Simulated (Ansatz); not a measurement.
# Al: one candidate of a structure search, part 1 of 2

The task: take a trial cell of Al to zero force and stress.

Computed with Ansatz 0.2.0 (DFT PBE, scalar-relativistic, plane waves, PAW, unless a step's input says otherwise).

1 further run of the same task is left out (it didn't finish).

### 1 The system as given

Symmetry: P6_522, No. 179, hexagonal system. Conventional cell: a = 6.673 Å, b = 6.673 Å, c = 6.045 Å, α = 90.00°, β = 90.00°, γ = 120.00°. Al (site symmetry 1) has 4 Al at 2.37 to 2.47 Å as nearest neighbours.

As a file:

```xyz
12
Lattice="6.6732 0.0000 0.0000 -3.3366 5.7791 0.0000 0.0000 0.0000 6.0448" Properties=species:S:1:pos:R:3 pbc="T T T"
Al    1.4567    1.7158    3.9255
Al    4.4590    0.4036    1.9106
Al    4.0941    3.6598    5.9404
Al    1.8799    4.0634    0.9031
Al   -1.1224    5.3755    4.9330
Al   -0.7576    2.1194    2.9181
Al   -1.8799    4.0634    2.1192
Al    0.7576    2.1194    0.1043
Al    1.1224    5.3755    4.1342
Al    5.2165    1.7158    5.1416
Al    2.5790    3.6598    3.1267
Al    2.2142    0.4036    1.1118
```

Recipe of the guess: 4-connected net of one element (P6_522, No. 179). Its size is a rough estimate.

### 2 The guess as it stands, on a coarse mesh

File input.yaml:

```yaml
crystal:
  lattice:
    - [6.67316962, 0.0, 0.0]
    - [-3.33658481, 5.77913441, 0.0]
    - [0.0, 0.0, 6.04476579]
  atoms:
    - { symbol: Al, position: [0.36672977, 0.29688742, 0.64940799] }
    - { symbol: Al, position: [0.70311258, 0.06984235, 0.31607466] }
    - { symbol: Al, position: [0.93015765, 0.63327023, 0.98274133] }
    - { symbol: Al, position: [0.63327023, 0.70311258, 0.14940799] }
    - { symbol: Al, position: [0.29688742, 0.93015765, 0.81607466] }
    - { symbol: Al, position: [0.06984235, 0.36672977, 0.48274133] }
    - { symbol: Al, position: [0.06984235, 0.70311258, 0.35059201] }
    - { symbol: Al, position: [0.29688742, 0.36672977, 0.01725867] }
    - { symbol: Al, position: [0.63327023, 0.93015765, 0.68392534] }
    - { symbol: Al, position: [0.93015765, 0.29688742, 0.85059201] }
    - { symbol: Al, position: [0.70311258, 0.63327023, 0.51725867] }
    - { symbol: Al, position: [0.36672977, 0.06984235, 0.18392534] }
basis:
  ecutwfc: 420
kpoints:
  mp_grid: { grid: [3, 3, 4] }
hamiltonian:
  xc: pbe
scf:
  occupations: { method: gaussian, width: 0.1 }
  lower_state_search: "off"
output:
  forces: true
  stress: true
  eigenvalues: true
```

On the command line:

```sh
> ansatz run input.yaml --threads 1 --pin off --max-ram 2560MiB --backend cpu --events-out ev --progress --plain --runs-dir out
```

The program printed, cut to the lines that bear on the results:

```text
Warning: RAYON_NUM_THREADS=1 ignored (pool sized by the plan → 1); use --threads N
[...]
Pseudopotentials: kind: paw
Pseudopotential: Al, paw, valence charge 3, recommended cutoff 420 eV (normal), Al.paw.azcp
Functional definition: PBE
[...]
Crystal: 12 atoms, lattice volume = 233.117 Å³
Basis set: ecut = 420 eV, 4509 PW (Γ), exchange–correlation on 90×90×90 points (8 copies of the dense FFT grid, shifted against one another)
Bands: 30, of which v1, the nominal top of the filled ones, is band 18 counted from 1 (17 counted from 0)
Symmetry: 12 space group operations
Space group: P6522 (ITA 179), of the structure as read, at distance tolerance 6.2e-5 Å
k-points: 9 of 36
[...]
SCF iter   1: F=—  HF=-6439.939967 eV  |F-HF|=—  |Δ(HF+E_count)|=         —  Δρ=2.19e-3  dr2=1.88e-2  ethr=1.77e-3  ⟨swp⟩=7.9  Hψ=1604  notcnv=0  defer=3
[...]
SCF iter   7: F=-6439.938148 eV  HF=-6439.938148 eV  |F-HF|=1.11e-10  |Δ(HF+E_count)|=   2.07e-9  Δρ=6.87e-7  dr2=1.46e-9  ethr=2.78e-10  ⟨swp⟩=4.0  Hψ=744  notcnv=0
[...]
SCF converged after 7 iterations
Free energy (F): -6439.938148 eV
[...]
E sigma→0 (E₀):  -6439.927334 eV
Entropy (-TS):   -0.021628 eV (-1.802 meV/atom)
Fermi energy:    5.763953 eV
[...]
--- Forces (eV/Å), atoms counted from 1 ---
  atom   1  Al     0.31809282    -0.97573499    -1.60759178
  atom   2  Al     0.68596487     0.76334396    -1.60759178
  atom   3  Al    -1.00405770     0.21239103    -1.60759178
  atom   4  Al    -0.31809282     0.97573499    -1.60759178
  atom   5  Al    -0.68596487    -0.76334396    -1.60759178
  atom   6  Al     1.00405770    -0.21239103    -1.60759178
  atom   7  Al     0.31809282     0.97573499     1.60759178
  atom   8  Al    -1.00405770    -0.21239103     1.60759178
[...]
--- Stress (GPa, compression-positive) ---
       13.469263       0.000000      -0.000000
        0.000000      13.469263       0.000000
       -0.000000       0.000000      22.576862
  P = ⅓ Tr σ = 16.5051 GPa (165.051 kbar)
--- Band table (eV; the first three rows and the last of 9) ---
  k-point 0: bands = ["-4.1113", "-0.9864", "-0.9864", "-0.4264", "-0.4264", "0.3997", "0.3997", "1.5994", "1.8428", "3.0032", "3.4146", "3.4531", "3.4531", "3.7399", "3.7399", "3.7732", "3.9823", "5.1806", "5.1806", "5.8348", "5.8348", "7.7245", "7.7245", "7.8816", "9.0807", "9.0807", [...]
[...]
```

Run time: 13 s. Hardware: 1 thread of Intel Xeon at 2.50GHz (Skylake/Cascade Lake), shared host; peak memory 0.39 GiB.

Read-out: pressure 16.5 GPa, largest force 1.91 eV/Å, gap on this mesh none (metal). A cheap, loose relaxation comes first.

### 3 A loose first relaxation

input.yaml: that of step 2 with these lines changed.

```diff
@@ -31 +31,6 @@
   eigenvalues: true
+relax:
+  adjacent_minimum: "off"
+  f_tol: 0.04
+  max_steps: 70
+  cell: { stress_tol: 0.4 }
```

On the command line:

```sh
> ansatz run input.yaml --threads 1 --pin off --max-ram 2560MiB --backend cpu --events-out ev --progress --plain --runs-dir out
```

The program printed:

```text
Warning: RAYON_NUM_THREADS=1 ignored (pool sized by the plan → 1); use --threads N
Engine: ansatz 0.2.0, x86_64-unknown-linux-gnu
Pseudopotentials: kind: paw
Pseudopotential: Al, paw, valence charge 3, recommended cutoff 420 eV (normal), Al.paw.azcp
Functional definition: PBE
  parameter kappa = 0.804
  parameter beta = 0.06672455060314922
  exchange = pbe_x(kappa = kappa, mu = beta*pi^2/3)
  correlation = pbe_c(beta = beta)
Crystal: 12 atoms, lattice volume = 233.117 Å³
Basis set: ecut = 420 eV, 4509 PW (Γ), exchange–correlation on 90×90×90 points (8 copies of the dense FFT grid, shifted against one another)
Bands: 30, of which v1, the nominal top of the filled ones, is band 18 counted from 1 (17 counted from 0)
Symmetry: 12 space group operations
Space group: P6522 (ITA 179), of the structure as read, at distance tolerance 6.2e-5 Å
k-points: 9 of 36
Non-local potential: Al, projectors of the file, l = 0: 2, l = 1: 2, l = 2: 1
PAW form: soft (Blöchl's): semilocal exchange-correlation on the pseudo side does not see the compensation charge
PAW one-centre angular grid: Al, 110 points (default); XC on 64 Gauss nodes
Initial density: superposition of atomic densities (neutral atoms: chi_scale 0, normalization atom), corrected by the library's trained network
Initial wavefunctions: pseudopotential atomic-orbital guess
Functional: x = pbe(κ = 0.804, μ = 0.2195149727645171), c = pbe(β = 0.06672455060314922)
SCF iter   1: F=—  HF=-6439.939967 eV  |F-HF|=—  |Δ(HF+E_count)|=         —  Δρ=2.19e-3  dr2=1.88e-2  ethr=1.77e-3  ⟨swp⟩=7.9  Hψ=1604  notcnv=0  defer=3
preconditioner: auto → Kerker (q_TF=auto, 1.998 Å⁻¹)  [metal: Δε(μ)=0.088 eV  Ē_g=6.102 eV  σ=0.100 eV  W_gap=0.43  n_scr=26 (ndim 8)  ℏωp=14.6 eV  f_vac=0.000  D(μ)=4.18/eV (n_scr^D=20)]
SCF iter   2: F=—  HF=-6439.939713 eV  |F-HF|=—  |Δ(HF+E_count)|=   2.53e-4  Δρ=1.39e-3  dr2=7.68e-3  ethr=5.22e-5  ⟨swp⟩=1.2  Hψ=344  notcnv=0  defer=3
SCF iter   3: F=—  HF=-6439.938061 eV  |F-HF|=—  |Δ(HF+E_count)|=   1.65e-3  Δρ=2.72e-4  dr2=3.27e-4  ethr=2.13e-5  ⟨swp⟩=2.6  Hψ=371  notcnv=0  defer=3
SCF iter   4: F=—  HF=-6439.937997 eV  |F-HF|=—  |Δ(HF+E_count)|=   6.43e-5  Δρ=1.20e-4  dr2=6.79e-5  ethr=9.07e-7  ⟨swp⟩=1.9  Hψ=351  notcnv=0  defer=3
SCF iter   5: F=—  HF=-6439.938148 eV  |F-HF|=—  |Δ(HF+E_count)|=   1.51e-4  Δρ=1.66e-5  dr2=8.44e-7  ethr=1.89e-7  ⟨swp⟩=2.9  Hψ=405  notcnv=0  defer=3
SCF iter   6: F=—  HF=-6439.938148 eV  |F-HF|=—  |Δ(HF+E_count)|=   3.33e-7  Δρ=5.29e-6  dr2=1.00e-7  ethr=2.78e-10  ⟨swp⟩=9.7  Hψ=1356  notcnv=0
SCF iter   7: F=-6439.938148 eV  HF=-6439.938148 eV  |F-HF|=1.10e-10  |Δ(HF+E_count)|=   2.09e-9  Δρ=6.87e-7  dr2=1.46e-9  ethr=2.78e-10  ⟨swp⟩=4.0  Hψ=744  notcnv=0
SCF 1 converged in 7 iterations: F = -6439.938148 eV  dr2 = 1.46e-9
relax step   1: F+E_penalty+E_count = -6439.93814837 eV  Δ(F+E_penalty+E_count) = +0.000e0 eV  max|allowed force component| = 1.608e0 eV/Å  Δτ_max = 0.0000 Å  P = +16.505 GPa  Ω = 233.117 Å³  (7 SCF iters, dr2 threshold 1.00e-7 eV, accepted)
Crystal: 12 atoms, lattice volume = 268.156 Å³
Basis set: ecut = 420 eV, 5283 PW (Γ), exchange–correlation on 90×90×90 points (8 copies of the dense FFT grid, shifted against one another)
Initial density: handed on by an earlier stage of this run
Initial wavefunctions: those handed on with the density
iter 1 solved again at ethr=7.78e-4 eV; its pass at ethr=3.10e-3 eV (dr2=2.80e-1 eV) is discarded
SCF iter   1: F=—  HF=-6442.890598 eV  |F-HF|=—  |Δ(HF+E_count)|=         —  Δρ=6.44e-3  dr2=2.77e-1  ethr=7.78e-4  ⟨swp⟩=1.8  Hψ=1776  notcnv=0
preconditioner: auto → Kerker (q_TF=auto, 1.952 Å⁻¹)  [metal: Δε(μ)=0.030 eV  Ē_g=5.672 eV  σ=0.100 eV  W_gap=0.17  n_scr=26 (ndim 8)  ℏωp=13.6 eV  f_vac=0.000  D(μ)=4.62/eV (n_scr^D=20)]
SCF iter   2: F=—  HF=-6442.818069 eV  |F-HF|=—  |Δ(HF+E_count)|=   7.25e-2  Δρ=3.74e-3  dr2=9.31e-2  ethr=7.71e-4  ⟨swp⟩=1.0  Hψ=270  notcnv=0
SCF iter   3: F=—  HF=-6442.788694 eV  |F-HF|=—  |Δ(HF+E_count)|=   2.94e-2  Δρ=5.14e-4  dr2=1.08e-3  ethr=2.59e-4  ⟨swp⟩=2.7  Hψ=410  notcnv=0
SCF iter   4: F=—  HF=-6442.788889 eV  |F-HF|=—  |Δ(HF+E_count)|=   1.95e-4  Δρ=1.24e-4  dr2=1.13e-4  ethr=3.00e-6  ⟨swp⟩=2.3  Hψ=445  notcnv=0
SCF iter   5: F=—  HF=-6442.788900 eV  |F-HF|=—  |Δ(HF+E_count)|=   1.15e-5  Δρ=3.51e-5  dr2=6.20e-6  ethr=3.13e-7  ⟨swp⟩=2.6  Hψ=446  notcnv=0
SCF iter   6: F=-6442.788902 eV  HF=-6442.788902 eV  |F-HF|=2.31e-8  |Δ(HF+E_count)|=   1.24e-6  Δρ=4.83e-6  dr2=1.08e-7  ethr=3.33e-9  ⟨swp⟩=8.2  Hψ=1367  notcnv=0
SCF 2 converged in 6 iterations: F = -6442.788902 eV  dr2 = 1.08e-7
relax step   2: F+E_penalty+E_count = -6442.78890172 eV  Δ(F+E_penalty+E_count) = -2.851e0 eV  max|allowed force component| = 7.216e-1 eV/Å  Δτ_max = 0.0545 Å  P = +4.121 GPa  Ω = 268.156 Å³  energy of the carried Pulay correction = -9.327e-3 eV  (6 SCF iters, dr2 threshold 1.20e-6 eV, accepted)
Crystal: 12 atoms, lattice volume = 281.494 Å³
Basis set: ecut = 420 eV, 5481 PW (Γ), exchange–correlation on 90×90×90 points (8 copies of the dense FFT grid, shifted against one another)
iter 1 solved again at ethr=1.13e-3 eV; its pass at ethr=3.10e-3 eV (dr2=4.05e-1 eV) is discarded
SCF iter   1: F=—  HF=-6444.088077 eV  |F-HF|=—  |Δ(HF+E_count)|=         —  Δρ=9.30e-3  dr2=4.09e-1  ethr=1.13e-3  ⟨swp⟩=1.3  Hψ=1867  notcnv=0
preconditioner: auto → Kerker (q_TF=auto, 1.937 Å⁻¹)  [metal: Δε(μ)=0.057 eV  Ē_g=5.576 eV  σ=0.100 eV  W_gap=0.30  n_scr=26 (ndim 8)  ℏωp=13.3 eV  f_vac=0.000  D(μ)=9.94/eV (n_scr^D=70)]
SCF iter   2: F=—  HF=-6444.031574 eV  |F-HF|=—  |Δ(HF+E_count)|=   5.65e-2  Δρ=5.63e-3  dr2=1.44e-1  ethr=1.13e-3  ⟨swp⟩=1.0  Hψ=270  notcnv=0
SCF iter   3: F=—  HF=-6444.004309 eV  |F-HF|=—  |Δ(HF+E_count)|=   2.73e-2  Δρ=5.06e-4  dr2=8.76e-4  ethr=4.00e-4  ⟨swp⟩=2.4  Hψ=424  notcnv=0
SCF iter   4: F=—  HF=-6444.003834 eV  |F-HF|=—  |Δ(HF+E_count)|=   4.76e-4  Δρ=8.10e-5  dr2=5.98e-5  ethr=2.43e-6  ⟨swp⟩=2.7  Hψ=433  notcnv=0
SCF iter   5: F=—  HF=-6444.003830 eV  |F-HF|=—  |Δ(HF+E_count)|=   3.98e-6  Δρ=2.87e-5  dr2=6.67e-6  ethr=1.66e-7  ⟨swp⟩=2.0  Hψ=390  notcnv=0
SCF iter   6: F=-6444.003831 eV  HF=-6444.003831 eV  |F-HF|=4.46e-8  |Δ(HF+E_count)|=   1.53e-6  Δρ=5.24e-6  dr2=1.62e-7  ethr=3.33e-9  ⟨swp⟩=8.1  Hψ=1369  notcnv=0
SCF 3 converged in 6 iterations: F = -6444.003831 eV  dr2 = 1.62e-7
relax step   3: F+E_penalty+E_count = -6444.00383135 eV  Δ(F+E_penalty+E_count) = -1.215e0 eV  max|allowed force component| = 4.440e-1 eV/Å  Δτ_max = 0.1649 Å  P = +0.451 GPa  Ω = 281.494 Å³  energy of the carried Pulay correction = -1.255e-2 eV  (6 SCF iters, dr2 threshold 1.20e-6 eV, accepted)
[... 11 lines left out ...]
relax step   4: F+E_penalty+E_count = -6445.34503377 eV  Δ(F+E_penalty+E_count) = -1.341e0 eV  max|allowed force component| = 3.994e-1 eV/Å  Δτ_max = 0.1614 Å  P = -1.179 GPa  Ω = 282.583 Å³  energy of the carried Pulay correction = -1.280e-2 eV  (6 SCF iters, dr2 threshold 1.20e-6 eV, accepted)
[... 11 lines left out ...]
relax step   5: F+E_penalty+E_count = -6446.26294436 eV  Δ(F+E_penalty+E_count) = -9.179e-1 eV  max|allowed force component| = 1.953e-1 eV/Å  Δτ_max = 0.1927 Å  P = -1.556 GPa  Ω = 279.601 Å³  energy of the carried Pulay correction = -1.210e-2 eV  (6 SCF iters, dr2 threshold 1.20e-6 eV, accepted)
[... 11 lines left out ...]
relax step   6: F+E_penalty+E_count = -6446.34110312 eV  Δ(F+E_penalty+E_count) = -7.816e-2 eV  max|allowed force component| = 6.454e-2 eV/Å  Δτ_max = 0.0641 Å  P = +0.768 GPa  Ω = 267.170 Å³  energy of the carried Pulay correction = -9.083e-3 eV  (6 SCF iters, dr2 threshold 1.20e-6 eV, accepted)
[... 10 lines left out ...]
relax step   7: F+E_penalty+E_count = -6446.35465755 eV  Δ(F+E_penalty+E_count) = -1.355e-2 eV  max|allowed force component| = 8.583e-3 eV/Å  Δτ_max = 0.0220 Å  P = +0.046 GPa  Ω = 270.539 Å³  energy of the carried Pulay correction = -9.915e-3 eV  (5 SCF iters, dr2 threshold 1.20e-6 eV, accepted)
[... 9 lines left out ...]
relax step   8: F+E_penalty+E_count = -6446.41472616 eV  Δ(F+E_penalty+E_count) = -6.007e-2 eV  max|allowed force component| = 8.821e-3 eV/Å  Δτ_max = 0.0000 Å  P = +0.262 GPa  Ω = 270.539 Å³  stress off target by 5.09e-1 GPa  SCF on the basis re-selected at this cell (its energy is not comparable with the rows above)  (4 SCF iters)
[... 9 lines left out ...]
relax step   9: F+E_penalty+E_count = -6446.41754914 eV  Δ(F+E_penalty+E_count) = -2.823e-3 eV  max|allowed force component| = 3.867e-3 eV/Å  Δτ_max = 0.0039 Å  P = +0.026 GPa  Ω = 271.745 Å³  energy of the carried Pulay correction = -2.979e-4 eV  (3 SCF iters, dr2 threshold 6.49e-7 eV, accepted)
iter 1 solved again at ethr=2.14e-7 eV; its pass at ethr=3.10e-3 eV (dr2=7.71e-5 eV) is discarded
SCF iter   1: F=—  HF=-6446.417945 eV  |F-HF|=—  |Δ(HF+E_count)|=         —  Δρ=1.28e-5  dr2=5.94e-7  ethr=2.14e-7  ⟨swp⟩=3.2  Hψ=2146  notcnv=0
preconditioner: auto → Resta (q_TF=auto, 1.948 Å⁻¹)  ε∞=6.3  [insulator: Δε(μ)=0.293 eV  Ē_g=5.886 eV  σ=0.100 eV  W_gap=0.92  n_scr=32 (ndim 8)  ℏωp=13.5 eV  f_vac=0.000  D(μ)=1.66/eV (n_scr^D=6)  ε∞_Penn≈6.3]
SCF iter   2: F=—  HF=-6446.417905 eV  |F-HF|=—  |Δ(HF+E_count)|=   3.91e-5  Δρ=8.05e-6  dr2=2.55e-7  ethr=1.65e-9  ⟨swp⟩=2.7  Hψ=432  notcnv=0
SCF iter   3: F=—  HF=-6446.417906 eV  |F-HF|=—  |Δ(HF+E_count)|=   3.03e-7  Δρ=1.41e-6  dr2=1.30e-8  ethr=7.10e-10  ⟨swp⟩=2.1  Hψ=421  notcnv=0
SCF iter   4: F=-6446.417906 eV  HF=-6446.417906 eV  |F-HF|=4.35e-10  |Δ(HF+E_count)|=   1.15e-8  Δρ=3.73e-7  dr2=7.44e-10  ethr=2.13e-11  ⟨swp⟩=7.7  Hψ=1038  notcnv=0
SCF 10 converged in 4 iterations: F = -6446.417906 eV  dr2 = 7.44e-10
relax step  10: F+E_penalty+E_count = -6446.41790575 eV  Δ(F+E_penalty+E_count) = -3.566e-4 eV  max|allowed force component| = 3.831e-3 eV/Å  Δτ_max = 0.0000 Å  P = +0.027 GPa  Ω = 271.745 Å³  stress off target by 3.08e-2 GPa  SCF on the basis re-selected at this cell (its energy is not comparable with the rows above)  (4 SCF iters)
basis re-selected at this cell: Δ(F+E_penalty+E_count) = -3.566e-4 eV, ΔP = +0.001 GPa vs the last step (what re-selecting the basis moved, of the pressure what is left beyond the Pulay correction that the steps carried, after the strain that the cell walked since its last selection, with what the two solves' SCF thresholds leave and, on support functions, any second-order correction that the steps lacked; it is no measure of the basis error at this ecutwfc). This SCF's stress stands 3.08e-2 GPa from its target on what of the cell is left free (relax.cell.stress_tol is 4.00e-1 GPa) and its largest allowed force component is 3.83e-3 eV/Å (relax.f_tol is 4.00e-2 eV/Å): within both
SCF converged after 4 iterations
Free energy (F): -6446.417906 eV
Harris-Foulkes:  -6446.417906 eV  (|F-HF|=4.35e-10)
Internal energy: -6446.409628 eV  (E = F + TS)
E sigma→0 (E₀):  -6446.413767 eV
Entropy (-TS):   -0.008278 eV (-0.690 meV/atom)
Fermi energy:    4.405306 eV
--- Per-component energies (eV) ---
  E_band       = 30.230547
  E_kinetic    = 253.374534
  E_local      = -39.676279  (includes V_loc(G=0)·N_el)
  E_nonlocal   = 129.616179
  E_hartree    = 31.460704
  E_xc         = -464.459301
  E_vxc        = -330.832761  (∫ρ·V_xc dr)
  E_paw        = -5609.372970  (= ΣΔE_a)
  E_vpaw       = -45.172684  (= ΣTr[D̂ρ^β])
  E_aug_tail   = -0.000025  (compensation charges beyond the density's cutoff)
  E_ewald      = -747.352469
  E_smearing   = -0.008278  (= −TS)
  E_closure    = -0.000000  (closes the sum)
  Σ components = -6446.417906   (vs F -6446.417906, Δ=0.00e0)
--- Forces (eV/Å), atoms counted from 1 ---
  atom   1  Al     0.00137161     0.00363229    -0.00018448
  atom   2  Al    -0.00383146    -0.00062830    -0.00018448
  atom   3  Al     0.00245985    -0.00300399    -0.00018448
  atom   4  Al    -0.00137161    -0.00363229    -0.00018448
  atom   5  Al     0.00383146     0.00062830    -0.00018448
  atom   6  Al    -0.00245985     0.00300399    -0.00018448
  atom   7  Al     0.00137161    -0.00363229     0.00018448
  atom   8  Al     0.00245985     0.00300399     0.00018448
  atom   9  Al    -0.00383146     0.00062830     0.00018448
  atom  10  Al    -0.00137161     0.00363229     0.00018448
  atom  11  Al    -0.00245985    -0.00300399     0.00018448
  atom  12  Al     0.00383146    -0.00062830     0.00018448
  max |Σ_I F_I| component: 2.79e-18 eV/Å
--- Stress (GPa, compression-positive) ---
        0.030804       0.000000       0.000000
       -0.000000       0.030804       0.000000
        0.000000       0.000000       0.018342
  P = ⅓ Tr σ = 0.0267 GPa (0.267 kbar)
--- Band table (eV; the first three rows and the last of 9) ---
  k-point 0: bands = ["-4.6039", "-2.1669", "-2.1669", "-1.7607", "-1.7607", "0.1524", "0.1524", "0.9264", "1.1675", "2.4201", "2.4201", "2.4421", "2.6102", "2.6667", "2.8753", "2.8753", "3.0280", "3.9941", "3.9941", "4.7696", "5.4803", "5.4803", "5.8275", "5.8275", "6.9783", "6.9783", "8.6243", "8.6656", "8.6693", "8.6693"]
  k-point 1: bands = ["-4.3009", "-1.9039", "-1.8712", "-1.8658", "-1.4652", "-1.4619", "0.4661", "0.4992", "0.8671", "0.8802", "1.2116", "1.4520", "2.7592", "3.4271", "3.6096", "4.2510", "4.2666", "4.9600", "5.0305", "5.0525", "5.0619", "5.5513", "6.2291", "7.0400", "7.2584", "7.2628", "7.9920", "8.1971", "8.5490", "8.7680"]
  k-point 2: bands = ["-3.3964", "-3.3964", "-0.9860", "-0.9860", "-0.9722", "-0.9722", "-0.5820", "-0.5820", "-0.5742", "-0.5742", "2.0621", "2.0621", "2.2996", "2.2996", "4.9828", "4.9828", "5.0597", "5.0597", "5.6585", "5.6585", "5.8080", "5.8080", "7.8624", "7.8624", "8.0781", "8.0781", "8.2406", "8.2406", "8.3774", "8.3774"]
  k-point 8: bands = ["-2.5483", "-2.5483", "-2.3221", "-2.3221", "-2.3184", "-2.3184", "0.9123", "0.9123", "0.9406", "0.9406", "1.2154", "1.2154", "3.9887", "3.9887", "4.0261", "4.0261", "4.0556", "4.0556", "5.8940", "5.8940", "5.9952", "5.9952", "6.3686", "6.3686", "6.9414", "6.9414", "6.9766", "6.9766", "7.1378", "7.1378"]
--- Relaxed structure (8 steps of the walk, 8 accepted, 2 SCFs on fresh bases) ---
  F+E_penalty+E_count = -6446.41790575 eV   max|allowed force component| = 3.831e-3 eV/Å   (the final SCF, on the basis selected at the relaxed cell)
  cell:  # Å, volume = 271.7450 Å³
    - [7.5446286260788975, -1.7819679177234613e-32, -5.254161665166483e-18]
    - [-3.7723143130394488, 6.533840052303613, 3.429867297177977e-17]
    - [-4.75938399743459e-18, 3.312734105457288e-17, 5.512583278759289]
  atoms:
    - { symbol: Al, position: [0.32583943607975957, 0.32572662575028277, 0.5833278673420118] }
    - { symbol: Al, position: [0.6742733742497169, 0.00011281032947683495, 0.24999453400867847] }
    - { symbol: Al, position: [0.999887189670523, 0.6741605639202404, 0.9166612006753452] }
    - { symbol: Al, position: [0.6741605639202404, 0.674273374249717, 0.08332786734201189] }
    - { symbol: Al, position: [0.3257266257502827, 0.9998871896705229, 0.7499945340086785] }
    - { symbol: Al, position: [0.00011281032947682488, 0.3258394360797596, 0.41666120067534523] }
    - { symbol: Al, position: [0.0001128103294766861, 0.674273374249717, 0.4166721326579881] }
    - { symbol: Al, position: [0.32572662575028277, 0.3258394360797596, 0.0833387993246548] }
    - { symbol: Al, position: [0.6741605639202404, 0.9998871896705229, 0.7500054659913216] }
    - { symbol: Al, position: [0.999887189670523, 0.32572662575028277, 0.9166721326579881] }
    - { symbol: Al, position: [0.6742733742497172, 0.6741605639202404, 0.5833387993246547] }
    - { symbol: Al, position: [0.3258394360797596, 0.00011281032947682775, 0.2500054659913215] }
```

It took 2.2 min on 1 thread of Intel Xeon at 2.50GHz (Skylake/Cascade Lake), shared host; peak memory 0.44 GiB.

The steps of the relaxation:

| step | energy from step 1 (eV/cell) | largest force component (eV/Å) | pressure (GPa) | volume (Å³) |
| --- | --- | --- | --- | --- |
| 1 | 0.0000 | 1.6076 | 16.51 | 233.12 |
| 2 | -2.8508 | 0.7216 | 4.12 | 268.16 |
| 3 | -4.0657 | 0.4440 | 0.45 | 281.49 |
| 4 | -5.4069 | 0.3994 | -1.18 | 282.58 |
| 5 | -6.3248 | 0.1953 | -1.56 | 279.60 |
| 6 | -6.4030 | 0.0645 | 0.77 | 267.17 |
| 7 | -6.4165 | 0.0086 | 0.05 | 270.54 |
| 8 | -6.4766 | 0.0088 | 0.26 | 270.54 |
| 9 | -6.4794 | 0.0039 | 0.03 | 271.74 |
| 10 | -6.4798 | 0.0038 | 0.03 | 271.74 |

Step 1 is the start. Steps 8, 10 each repeat the geometry before them on a plane-wave basis chosen anew, so the energy can jump there without any move.

|  | before | after | change |
| --- | --- | --- | --- |
| a (Å) | 6.673 | 7.545 | +13.1 % |
| b (Å) | 6.673 | 7.545 | +13.1 % |
| c (Å) | 6.045 | 5.513 | -8.8 % |
| volume (Å³/atom) | 19.43 | 22.65 | +16.6 % |
| shortest distance (Å) | 2.366 | 2.624 | +10.9 % |
| space group (0.01 Å) | P6_522 | P6_422 | changed |

Forces and stress were held to the start's 12 operations: a distortion of lower symmetry was not tested.

(Continued in part 2 of 2.)
